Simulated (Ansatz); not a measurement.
# CoPdO2 (R-3m) in Ansatz: further runs

The runs below take CoPdO2 through single point, equation of state, with PBEsol.

Everything below comes from runs of Ansatz 0.2.0. Logs are shortened: lines on timing, memory, paths and dates and some standing lists are left out, and cuts for length are marked.

## Step 1: The structure

The structure is trigonal, space group R-3m (No. 166). The conventional cell has a = 2.863 Å, b = 2.863 Å, c = 17.873 Å, α = 90.00°, β = 90.00°, γ = 120.00°. Around Pd (site symmetry -3m) lie 2 O at 2.01 Å. Around Co (site symmetry -3m) lie 6 O at 1.92 Å. Around O (site symmetry 3m) lie 3 Co at 1.92 Å and 1 Pd at 2.01 Å.

The cell is a database's computed one.

## Step 2: Single point, PBEsol, collinear spin, ferromagnetic start, 9.94 Å³/atom (volume scaled by 0.94)

input.yaml reads:

```yaml
crystal:
  lattice:
    - [1.4024635453, 0.8097127054, 5.836150275]
    - [-1.4024635453, 0.8097127054, 5.836150275]
    - [0.0, -1.6194254107, 5.836150275]
  atoms:
    - { symbol: Pd, position: [0.0, 0.0, 0.0] }
    - { symbol: Co, position: [0.5, 0.5, 0.5], spin: 2.0 }
    - { symbol: O, position: [0.112476, 0.112476, 0.112476] }
    - { symbol: O, position: [0.887524, 0.887524, 0.887524] }
hamiltonian:
  xc: pbesol
  pseudopotentials: { kind: paw }
magnetization:
  spin_polarized: true
kpoints:
  mp_grid: { grid: [11, 11, 11] }
scf:
  occupations: { method: fermi_dirac, width: 0.05 }
output:
  forces: true
  stress: true
  eigenvalues: true
```

Potentials or basis: Ansatz PAW.

Started as:

```console
$ ansatz run input.yaml --threads 2 --pin off --max-ram 5632MiB --backend cpu --events-out ev --progress --plain --runs-dir out
```

What it wrote:

```text
Warning: RAYON_NUM_THREADS=2 ignored (pool sized by the plan → 2); use --threads N
basis.fft_grid_basis auto: the FFT boxes are laid along the combinations [[1, 0, -1], [0, 1, -1], [0, 0, 1]] of the cell's own vectors, 2.805, 2.805 and 6.057 Å long. The dense box has 20×20×45 points. Along the cell's own vectors, as sized, it would have 45×45×45, 5.06 times as many. Of the 12 symmetry operations that the crystal satisfies within crystal.symmetry.tolerance (time reversal apart; of a slab, those that keep its plane) the dense box along the cell's own vectors carries 12, and the one as laid loses 8 of those. basis.fft_grid_basis: typed keeps the cell's own vectors: state it where this run's energies or levels are differenced outside the engine with another run's, or held beside a run that keeps those vectors.
Engine: ansatz 0.2.0, x86_64-unknown-linux-gnu
Pseudopotentials: kind: paw
Pseudopotential: Pd, paw, valence charge 18, recommended cutoff 420 eV (normal), Pd.paw.azcp
Pseudopotential: Co, paw, valence charge 17, recommended cutoff 420 eV (normal), Co.paw.azcp
Pseudopotential: O, paw, valence charge 6, recommended cutoff 420 eV (normal), O.paw.azcp
Functional definition: PBEsol
  exchange = pbesol_x
  correlation = pbesol_c
Crystal: 4 atoms, lattice volume = 39.765 Å³
Basis set: ecut = 420 eV, 787 PW (Γ), FFT grids on a1−a3, a2−a3, a3, exchange–correlation on 40×40×90 points (8 copies of the dense FFT grid, shifted against one another)
Bands: 30, of which v1, the nominal top of the filled ones, is band 24 counted from 1 (23 counted from 0)
Symmetry: 12 space group operations
Space group: R-3m (ITA 166), of the structure as read, at distance tolerance 3.4e-5 Å
Magnetic group: BNS 166.97 (UNI 1327), of the structure as read, at distance tolerance 3.4e-5 Å
k-points: 146 of 1331
Non-local potential: Pd, projectors of the file, l = 0: 2, l = 1: 2, l = 2: 2, l = 3: 1
Non-local potential: Co, projectors of the file, l = 0: 3, l = 1: 2, l = 2: 3, l = 3: 1
Non-local potential: O, projectors of the file, l = 0: 2, l = 1: 2, l = 2: 1
PAW form: soft (Blöchl's): semilocal exchange-correlation on the pseudo side does not see the compensation charge
PAW frozen core: Pd, regenerated for the run's functional, and the local potential with it (the file was generated under x = pbe(κ = 0.804, μ = 0.2195149727645171), c = pbe(β = 0.06672455060314922))
PAW frozen core: Co, regenerated for the run's functional, and the local potential with it (the file was generated under x = pbe(κ = 0.804, μ = 0.2195149727645171), c = pbe(β = 0.06672455060314922))
PAW frozen core: O, regenerated for the run's functional, and the local potential with it (the file was generated under x = pbe(κ = 0.804, μ = 0.2195149727645171), c = pbe(β = 0.06672455060314922))
PAW one-centre angular grid: Pd, 590 points (default); XC on 64 Gauss nodes
PAW one-centre angular grid: Co, 590 points (default); XC on 64 Gauss nodes
PAW one-centre angular grid: O, 110 points (default); XC on 64 Gauss nodes
Initial density: superposition of atomic densities (chi_scale 0.1, normalization cell, long waves kept (reshape's long-wave potential 0.31 eV rms))
Starting moments: Σ|m| = 2 μB on 1 of 4 sites
Initial wavefunctions: pseudopotential atomic-orbital guess
Functional: x = pbesol(κ = 0.804, μ = 0.12345679012345678), c = pbesol(β = 0.046)
SCF iter   1: F=—  HF=-13118.408509 eV  |F-HF|=—  |Δ(HF+E_count)|=         —  Δρ=1.94e-1 (↑9.80e-2 ↓1.94e-1)  dr2=1.32e1  dr2_m=5.68e0  M=0.144 μB ∫|m|=0.348 μB  β_m=0.30  ethr=3.10e-3  ⟨swp⟩=5.5  Hψ=32320  notcnv=0
Mixer restart at iter 1: flushing history
preconditioner: auto → Kerker (q_TF=auto, 2.805 Å⁻¹)  [metal: Δε(μ)=0.009 eV  Ē_g=11.845 eV  σ=0.050 eV  W_gap=0.04  n_scr=16 (ndim 8)  ℏωp=32.8 eV  f_vac=0.000  D(μ)=1.87/eV (n_scr^D=16)]
spin=Collinear: Kerker preconditioning applied to the charge; magnetization (m = ρ↑ − ρ↓) channel mixes plain (no charge-response kernel on spin).
SCF iter   2: F=—  HF=-13119.644607 eV  |F-HF|=—  |Δ(HF+E_count)|=    1.24e0  Δρ=1.20e-1 (↑1.02e-1 ↓1.20e-1)  dr2=2.33e0  dr2_m=3.74e0  M=0.002 μB ∫|m|=0.173 μB  β_m=0.56  ethr=3.10e-3  ⟨swp⟩=2.6  Hψ=17210  notcnv=0  defer=130
[... 13 lines left out ...]
SCF iter  15: F=—  HF=-13119.861941 eV  |F-HF|=—  |Δ(HF+E_count)|=   4.74e-9  Δρ=3.19e-6 (↑3.19e-6 ↓2.16e-6)  dr2=8.11e-9  dr2_m=3.30e-10  M=0.000 μB ∫|m|=0.000 μB  β_m=0.50  ethr=5.99e-11  ⟨swp⟩=2.1  Hψ=12714  notcnv=0  defer=393
SCF iter  16: F=—  HF=-13119.861941 eV  |F-HF|=—  |Δ(HF+E_count)|=  5.88e-10  Δρ=2.09e-6 (↑2.09e-6 ↓1.41e-6)  dr2=4.38e-9  dr2_m=1.22e-10  M=0.000 μB ∫|m|=0.000 μB  β_m=0.55  ethr=1.73e-11  ⟨swp⟩=6.7  Hψ=26166  notcnv=0
SCF iter  17: F=-13119.861941 eV  HF=-13119.861941 eV  |F-HF|=7.28e-12  |Δ(HF+E_count)|=  3.22e-10  Δρ=3.52e-7 (↑3.52e-7 ↓2.14e-7)  dr2=1.65e-11  dr2_m=2.40e-11  M=-0.000 μB ∫|m|=0.000 μB  ethr=9.33e-12  ⟨swp⟩=2.1  Hψ=16872  notcnv=0
SCF 1 converged in 17 iterations: F = -13119.861941 eV  dr2 = 1.65e-11
WARN: the starting moments were not kept: the SCF closed with an absolute magnetisation of 3.9e-6 μB, where they sum to 2 μB in size (1 site). That is at most 0.1 of that sum. Measured as dr2_m measures the in/out step, that magnetisation stands 7.3e-12 eV from none, at or under the dr2_threshold of 1.0e-7 eV: it is no larger than a step whose dr2_m would equal this threshold. The system may hold no moment; this SCF shows only that its start led to no more than that. To try another start: raise the starting moments (crystal.atoms[].spin, magnetization.per_species, magnetization.initial_magnetization, or on a non-collinear deck that types none of these the spinor_matrix: blocks that start its atoms; where the total moment is fixed, keep their sum and leave initial_magnetization as it is; typed ones take the place of any that the run laid by itself, positive ones on a crystal's lanthanoids without a Hubbard term where scf.initial_density.shell_occupations: [] is typed) or, if the notice of its spin-set hold's release reads "site moments contracting" or "site moments show no strong build", lengthen the hold (scf.mixing.spin_hold: { on: { confirm: 4 } }; for m-r²SCAN on two components see the key's manual first). Each may lead to a state that holds a moment. A second SCF, from the converged charge density, with the starting moments and any scf.initial_density.shell_occupations laid on it anew, would have followed, and was not run: the deck does not ask for one (magnetization.retry_lost_moments is false, the default). To let it run, set magnetization.retry_lost_moments: true and run the deck again, where that key's refused combinations let it; where memory then withholds it, that run's warning says so.
SCF converged after 17 iterations
Magnetization: -0.0000 μB (23.5000 up, 23.5000 down)
Absolute magnetization: 0.0000 μB (∫|ρ↑−ρ↓|, with the PAW one-centre terms)
Spin contamination: 0.0000 ħ² per cell (⟨S²⟩ above its minimum at these occupations)
Per-site moments (μB) at R_I (Å): [(-7.325996410458976e-8, 0.8123282124344887), (-1.0166736407309757e-6, 0.7742208419569915), (9.223599437736686e-7, 0.7742208419569915), (9.223599437548946e-7, 0.7742208419569915)]
Free energy (F): -13119.861941 eV
Harris-Foulkes:  -13119.861941 eV  (|F-HF|=7.28e-12)
Internal energy: -13119.859753 eV  (E = F + TS)
E sigma→0 (E₀):  -13119.860847 eV
Entropy (-TS):   -0.002187 eV (-0.547 meV/atom)
Fermi energy:    15.339010 eV
--- Per-component energies (eV) ---
  E_band       = -467.278475
  E_kinetic    = 1315.018142
  E_local      = -5911.296039  (includes V_loc(G=0)·N_el)
  E_nonlocal   = 772.909012
  E_hartree    = 2419.795572
  E_xc         = -469.894912
  E_vxc        = -601.182676  (∫ρ·V_xc dr)
  E_paw        = -5469.384236  (= ΣΔE_a)
  E_vpaw       = -882.322715  (= ΣTr[D̂ρ^β])
  E_aug_tail   = 0.004905  (compensation charges beyond the density's cutoff)
  E_ewald      = -5777.573717
  E_core_change = 0.561519  (= ΣΔE_core)
  E_smearing   = -0.002187  (= −TS)
  E_closure    = 0.000000  (closes the sum)
  Σ components = -13119.861941   (vs F -13119.861941, Δ=0.00e0)
--- Forces (eV/Å), atoms counted from 1 ---
  atom   1  Pd    -0.00000000     0.00000000     0.00000000
  atom   2  Co     0.00000000     0.00000000     0.00000000
  atom   3  O      0.00000000     0.00000000     0.01843693
  atom   4  O      0.00000000    -0.00000000    -0.01843693
  max |Σ_I F_I| component: 4.93e-32 eV/Å
--- Stress (GPa, compression-positive) ---
        2.614843       0.000000      -0.000000
        0.000000       2.614843       0.000000
        0.000000       0.000000       4.746948
  P = ⅓ Tr σ = 3.3255 GPa (33.255 kbar)
--- Band table (eV; the first three rows and the last of 292) ---
[... 4 lines left out ...]
```

Wall time 6.2 s (2 threads of AMD EPYC 9R45 (Zen 5), shared host); peak memory 0.57 GiB.

Results:

* Free energy: -13119.8619 eV
* Pressure: 3.3 GPa
* Largest force: 0.018 eV/Å
* Band gap on the k mesh: none (metal or under the smearing width)
* Net moment: 0.00 μB per cell
* Absolute moment: 0.00 μB per cell

Caveat: the starting moments collapsed, and a magnetic state may lie lower; the pressure holds a Pulay correction of +0.8 GPa for the finite cutoff; semilocal functionals often make such compounds metallic where correlation or magnetic order opens a gap, which also shifts bond lengths; the PAW data sets come from PBE, with cores solved anew for the run's functional, which leaves a small shift of forces and pressure; the starting moments weren't kept.

## Step 3: Single point, PBEsol, collinear spin, ferromagnetic start, 10.15 Å³/atom (volume scaled by 0.96)

input.yaml, as its differences from that of step 2:

```diff
@@ -2,5 +2,5 @@
   lattice:
-    - [1.4024635453, 0.8097127054, 5.836150275]
-    - [-1.4024635453, 0.8097127054, 5.836150275]
-    - [0.0, -1.6194254107, 5.836150275]
+    - [1.4123403745, 0.8154150954, 5.877251279]
+    - [-1.4123403745, 0.8154150954, 5.877251279]
+    - [0.0, -1.6308301908, 5.877251279]
   atoms:
```

Potentials or basis: Ansatz PAW.

Started as:

```console
$ ansatz run input.yaml --threads 2 --pin off --max-ram 5632MiB --backend cpu --events-out ev --progress --plain --runs-dir out
```

Wall time 7 s (2 threads of AMD EPYC 9R45 (Zen 5), shared host); peak memory 0.6 GiB.

Results (log left out):

* Free energy: -13119.8653 eV
* Pressure: -1.9 GPa
* Largest force: 0.097 eV/Å
* Band gap on the k mesh: none (metal or under the smearing width)
* Net moment: 0.00 μB per cell
* Absolute moment: 0.00 μB per cell

Caveat: the starting moments collapsed, and a magnetic state may lie lower; the pressure holds a Pulay correction of +0.8 GPa for the finite cutoff; semilocal functionals often make such compounds metallic where correlation or magnetic order opens a gap, which also shifts bond lengths; the PAW data sets come from PBE, with cores solved anew for the run's functional, which leaves a small shift of forces and pressure; the starting moments weren't kept.

## Step 4: Single point, PBEsol, collinear spin, ferromagnetic start, 10.36 Å³/atom (volume scaled by 0.98)

input.yaml, as its differences from that of step 3:

```diff
@@ -2,5 +2,5 @@
   lattice:
-    - [1.4123403745, 0.8154150954, 5.877251279]
-    - [-1.4123403745, 0.8154150954, 5.877251279]
-    - [0.0, -1.6308301908, 5.877251279]
+    - [1.4220809608, 0.8210388255, 5.9177853274]
+    - [-1.4220809608, 0.8210388255, 5.9177853274]
+    - [0.0, -1.642077651, 5.9177853274]
   atoms:
```

Started as:

```console
$ ansatz run input.yaml --threads 2 --pin off --max-ram 5632MiB --backend cpu --events-out ev --progress --plain --runs-dir out
```

Wall time 6.6 s (2 threads of AMD EPYC 9R45 (Zen 5), shared host); peak memory 0.6 GiB.

Results (log left out):

- Free energy: -13119.8430 eV
- Pressure: -6.5 GPa
- Largest force: 0.170 eV/Å
- Band gap on the k mesh: none (metal or under the smearing width)
- Net moment: 0.00 μB per cell
- Absolute moment: 0.00 μB per cell

Caveat: the starting moments collapsed, and a magnetic state may lie lower; the pressure holds a Pulay correction of +0.7 GPa for the finite cutoff; semilocal functionals often make such compounds metallic where correlation or magnetic order opens a gap, which also shifts bond lengths; the PAW data sets come from PBE, with cores solved anew for the run's functional, which leaves a small shift of forces and pressure; the starting moments weren't kept.

## Step 5: Single point, PBEsol, collinear spin, ferromagnetic start, 10.58 Å³/atom

input.yaml, as its differences from that of step 4:

```diff
@@ -2,5 +2,5 @@
   lattice:
-    - [1.4220809608, 0.8210388255, 5.9177853274]
-    - [-1.4220809608, 0.8210388255, 5.9177853274]
-    - [0.0, -1.642077651, 5.9177853274]
+    - [1.4316899074, 0.8265865534, 5.9577715763]
+    - [-1.4316899074, 0.8265865534, 5.9577715763]
+    - [0.0, -1.6531731068, 5.9577715763]
   atoms:
@@ -23 +23,5 @@
   eigenvalues: true
+  write_density: true
+  write_potential: true
+  elf: true
+  volumetric_format: npy
```

Started as:

```console
$ ansatz run input.yaml --threads 2 --pin off --max-ram 5632MiB --backend cpu --events-out ev --progress --plain --runs-dir out
```

It took 8.1 s on 2 threads of AMD EPYC 9R45 (Zen 5), shared host; peak memory 0.59 GiB.

It converged, with:

```yaml
Free_energy: -13119.7975 eV
Pressure: -10.6 GPa
Largest_force: 0.238 eV/Å
Band_gap_on_the_k_mesh: none (metal or under the smearing width)
Net_moment: 0.00 μB per cell
Absolute_moment: 0.00 μB per cell
```

Caveat: the starting moments collapsed, and a magnetic state may lie lower; the pressure holds a Pulay correction of +0.7 GPa for the finite cutoff; semilocal functionals often make such compounds metallic where correlation or magnetic order opens a gap, which also shifts bond lengths; the PAW data sets come from PBE, with cores solved anew for the run's functional, which leaves a small shift of forces and pressure; the starting moments weren't kept.

## Step 6: Single point, PBEsol, collinear spin, ferromagnetic start, 10.79 Å³/atom (volume scaled by 1.02)

input.yaml, as its differences from that of step 5:

```diff
@@ -2,5 +2,5 @@
   lattice:
-    - [1.4316899074, 0.8265865534, 5.9577715763]
-    - [-1.4316899074, 0.8265865534, 5.9577715763]
-    - [0.0, -1.6531731068, 5.9577715763]
+    - [1.4411715738, 0.8320607961, 5.9972281671]
+    - [-1.4411715738, 0.8320607961, 5.9972281671]
+    - [0.0, -1.6641215921, 5.9972281671]
   atoms:
```

Potentials or basis: Ansatz PAW.

Started as:

```console
$ ansatz run input.yaml --threads 2 --pin off --max-ram 5632MiB --backend cpu --events-out ev --progress --plain --runs-dir out
```

It took 11 s on 2 threads of AMD EPYC 9R45 (Zen 5), shared host; peak memory 0.62 GiB.

The run converged. Its results:

```yaml
Free_energy: -13119.7317 eV
Pressure: -14.2 GPa
Largest_force: 0.302 eV/Å
Band_gap_on_the_k_mesh: none (metal or under the smearing width)
Net_moment: 0.00 μB per cell
Absolute_moment: 0.00 μB per cell
```

Caveat: the starting moments collapsed, and a magnetic state may lie lower; the pressure holds a Pulay correction of +0.7 GPa for the finite cutoff; semilocal functionals often make such compounds metallic where correlation or magnetic order opens a gap, which also shifts bond lengths; the PAW data sets come from PBE, with cores solved anew for the run's functional, which leaves a small shift of forces and pressure; the starting moments weren't kept.

## Step 7: Single point, PBEsol, collinear spin, ferromagnetic start, 11.00 Å³/atom (volume scaled by 1.04)

input.yaml, as its differences from that of step 6:

```diff
@@ -2,5 +2,5 @@
   lattice:
-    - [1.4411715738, 0.8320607961, 5.9972281671]
-    - [-1.4411715738, 0.8320607961, 5.9972281671]
-    - [0.0, -1.6641215921, 5.9972281671]
+    - [1.450530093, 0.8374639396, 6.0361722983]
+    - [-1.450530093, 0.8374639396, 6.0361722983]
+    - [0.0, -1.6749278793, 6.0361722983]
   atoms:
@@ -23,5 +23 @@
   eigenvalues: true
-  write_density: true
-  write_potential: true
-  elf: true
-  volumetric_format: npy
```

Started as:

```console
$ ansatz run input.yaml --threads 2 --pin off --max-ram 5632MiB --backend cpu --events-out ev --progress --plain --runs-dir out
```

Wall time 7.4 s (2 threads of AMD EPYC 9R45 (Zen 5), shared host); peak memory 0.62 GiB.

The run converged. Its results:

```yaml
Free_energy: -13119.6482 eV
Pressure: -17.4 GPa
Largest_force: 0.362 eV/Å
Band_gap_on_the_k_mesh: none (metal or under the smearing width)
Net_moment: 0.00 μB per cell
Absolute_moment: 0.00 μB per cell
```

Caveat: the starting moments collapsed, and a magnetic state may lie lower; the pressure holds a Pulay correction of +0.7 GPa for the finite cutoff; semilocal functionals often make such compounds metallic where correlation or magnetic order opens a gap, which also shifts bond lengths; the PAW data sets come from PBE, with cores solved anew for the run's functional, which leaves a small shift of forces and pressure; the starting moments weren't kept.

## Step 8: Single point, PBEsol, collinear spin, ferromagnetic start, 11.21 Å³/atom (volume scaled by 1.06)

input.yaml, as its differences from that of step 7:

```diff
@@ -2,5 +2,5 @@
   lattice:
-    - [1.450530093, 0.8374639396, 6.0361722983]
-    - [-1.450530093, 0.8374639396, 6.0361722983]
-    - [0.0, -1.6749278793, 6.0361722983]
+    - [1.4597693873, 0.8427982487, 6.0746202923]
+    - [-1.4597693873, 0.8427982487, 6.0746202923]
+    - [0.0, -1.6855964974, 6.0746202923]
   atoms:
@@ -23 +23,5 @@
   eigenvalues: true
+  write_density: true
+  write_potential: true
+  elf: true
+  volumetric_format: npy
```

Started as:

```console
$ ansatz run input.yaml --threads 2 --pin off --max-ram 5632MiB --backend cpu --events-out ev --progress --plain --runs-dir out
```

It took 8.1 s on 2 threads of AMD EPYC 9R45 (Zen 5), shared host; peak memory 0.62 GiB.

Results (log left out):

| Quantity | Value |
| --- | --- |
| Free energy | -13119.5489 eV |
| Pressure | -20.2 GPa |
| Largest force | 0.419 eV/Å |
| Band gap on the k mesh | none (metal or under the smearing width) |
| Net moment | 0.00 μB per cell |
| Absolute moment | 0.00 μB per cell |

Caveat: the starting moments collapsed, and a magnetic state may lie lower; the pressure holds a Pulay correction of +0.7 GPa for the finite cutoff; semilocal functionals often make such compounds metallic where correlation or magnetic order opens a gap, which also shifts bond lengths; the PAW data sets come from PBE, with cores solved anew for the run's functional, which leaves a small shift of forces and pressure; the starting moments weren't kept.

## Step 9: Equation of state, PBEsol, collinear spin, ferromagnetic start

Potentials or basis: Ansatz PAW.

No new run: the results of the series are fitted here.

Results:

```yaml
Equilibrium_volume: 10.07 Å³/atom
Bulk_modulus_at_fixed_shape_and_positions: 245 GPa
Pressure_derivative_of_the_bulk_modulus: 4.9
```

Energy against volume, from the lowest point:
| volume (Å³/atom) | energy (meV/atom) |
| --- | --- |
| 9.941 | 0.85 |
| 10.153 | 0.00 |
| 10.364 | 5.59 |
| 10.576 | 16.95 |
| 10.787 | 33.40 |
| 10.999 | 54.27 |
| 11.210 | 79.10 |

Caveat: the cell was scaled at fixed shape and fractional positions, which overstates the stiffness of a crystal with free parameters, most of all of layers and chains.
